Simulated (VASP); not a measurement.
A run of VASP 6.6.1 is set up as follows.

INCAR

```
PREC = Accurate
ENCUT = 520
EDIFF = 1E-6
ISMEAR = 0
SIGMA = 0.1
LREAL = F
LASPH = T
NELM = 100
ALGO = Fast
ISIF = 2
LWAVE = F
LCHARG = F
GGA = PE
NBANDS = 36
```

The input KPOINTS:

```
regular mesh
0
Gamma
  12 12 18
```

Contents of POSCAR:

```
W
1.0
    5.3815182768      0.0000000000      0.0000000000
   -2.6907591384      4.6605315386      0.0000000000
    0.0000000000      0.0000000000      2.6693999594
W
4
Direct
    0.0000000000      0.0000000000      0.0000000000
    0.0000000000      0.5000000000      0.5000000000
    0.5000000000      0.0000000000      0.5000000000
    0.5000000000      0.5000000000      0.5000000000
```

Potentials or basis: VASP PAW PBE potentials, release 64 (W_sv).

The run is started by

```console
$ cat potpaw_PBE.64/W_sv/POTCAR > POTCAR
$ mpirun -np 1 vasp_std > vasp.out
```

Task: What does it give for the band gap on the k mesh?

Result: None (metal or under the smearing width).

Task: Predict the pressure.

Result: 0.5 GPa.

Stress tensor (GPa, compression positive):
```
0.51 0.00 0.00
0.00 0.51 0.00
0.00 0.00 0.61
```

Spin-orbit coupling is left out, which matters for the levels of W.
